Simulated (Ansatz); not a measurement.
TiO2: Field gradients at the nuclei

The cell is a structure deposited in the COD, taken as it stands.

```cif
data_TiO2
_symmetry_space_group_name_H-M 'Pbcn'
_symmetry_Int_Tables_number 60
_cell_length_a 4.5318
_cell_length_b 5.5019
_cell_length_c 4.9063
_cell_angle_alpha 90.000
_cell_angle_beta 90.000
_cell_angle_gamma 90.000
loop_
_atom_site_label
_atom_site_type_symbol
_atom_site_symmetry_multiplicity
_atom_site_Wyckoff_symbol
_atom_site_fract_x
_atom_site_fract_y
_atom_site_fract_z
Ti Ti 4 c 0.0000 0.1704 0.2500
O O 8 d 0.2716 0.3814 0.4142
```

One atom of each set is listed.

All values are calculated (Ansatz; DFT, PBE, plane waves and PAW (field gradients read without the response of the frozen cores, which leaves them typically 4 to 6 % off), scalar-relativistic, 420 eV cutoff, Γ-centred 5×4×4 k-points, Fermi–Dirac smearing 0.02 eV), not measured.

V_zz is the principal component of the electric field gradient with the largest magnitude, η = (V_xx − V_yy)/V_zz and C_Q = eQV_zz/h. ν_Q = 3|C_Q|/[2I(2I − 1)].

⁴⁷Ti: I = 5/2, Q = 302.0 mb; ¹⁷O: I = 5/2, Q = -25.58 mb. Nuclear quadrupole moments: year-2017 set (Pyykkö).

**Question.** What field gradients does the calculation give at each kind of site?

**Answer.** 

```csv
site,atoms,first shell,C_Q (MHz),η,ν_Q (MHz)
Ti,4,6 O at 1.87–2.06 Å,-15.8,0.72,2.37
O,8,3 Ti at 1.87–2.06 Å; also 1 Ti at 3.21 Å,1.77,0.53,0.266
```

At O V_zz stands upright on the plane through its three neighbours (within 12°).

At this cell the PBE pressure is 6 GPa, so with PBE the cell would grow if it were relaxed. The values hang on the deposited positions: relaxing the atoms moves V_zz on Ti from -2.16 to 2.88.
